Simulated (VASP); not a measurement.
# Si, self-consistent run: which settings are enough?

Si, P-1 (no. 2), 2 atoms in the cell. PBE; PAW potentials Si (PBE set). VASP 6.6.1. The atoms are moved at random off their ideal places.

Wanted: energy within 1 meV/atom; forces within 0.005 eV/Å; pressure within 0.1 GPa.

POSCAR:
```
Si
1.0
    0.0000000000      2.7218511865      2.7218511865
    2.7218511865      0.0000000000      2.7218511865
    2.7218511865      2.7218511865      0.0000000000
Si
2
Direct
    0.5053960000      0.5065980000      0.4890360000
    0.7447980000      0.7513980000      0.7512880000
```

## One numerical tag moved

| One numerical tag moved | Energy less reference (meV/atom) | Forces, largest deviation (eV/Å) | Pressure (GPa) | SCF iterations | Time (s) |
|---|---|---|---|---|---|
| default | 0.0 | 0.0000 | 1.35 | 13 | 23 |
| NBLK = 64 | 0.0 | 0.0000 | 1.35 | 13 | 23 |
| RANDOM_GENERATOR = pcg_32 | 0.0 | 0.0000 | 1.35 | 13 | 23 |
| EBREAK = 1e-10 | 0.0 | 0.0000 | 1.35 | 13 | 23 |
| LMAXPAW = -1 | -3.5 | 0.0028 | 1.03 | 11 | 21 |
| LASYNC = T | 0.0 | 0.0000 | 1.35 | 13 | 23 |
| LCORR = F | 0.0 | 0.0000 | 1.35 | 13 | 22 |
| LMAXPAW = 0 | 0.0 | 0.0005 | 1.35 | 13 | 22 |
| EBREAK = 0.0001 | 0.0 | 0.0000 | 1.35 | 13 | 19 |

## Question

For each series: keep the first row unless others stay within half of the tolerance and take at least 30 % less time, and then take the fastest.

## Answer

- one numerical tag moved: default

## The input

INCAR:
```
PREC = Accurate
ENCUT = 520
EDIFF = 1E-7
ISMEAR = 0
SIGMA = 0.02
LREAL = F
LASPH = T
ALGO = Normal
NELM = 100
ISIF = 2
LWAVE = F
LCHARG = F
```

KPOINTS:
```
k-points
0
Gamma
  7 7 7
```

Commands:
```
cat potpaw_PBE.64/Si/POTCAR > POTCAR
mpirun -np 1 vasp_std > vasp.out
```

The chosen input took VASP 6.6.1 23 s on 1 core (Intel Xeon 6975P-C (Granite Rapids)), a shared host.

## An input that fails: LMAXPAW = -1 without LASPH

It runs to its end, but against the unchanged starting input it is off by 3.5 meV/atom in the energy, 0.0028 eV/Å in the forces, 0.32 GPa in the pressure.

Changes against the starting input:
```
- LASPH = True
+ LASPH = False
+ LMAXPAW = -1
```
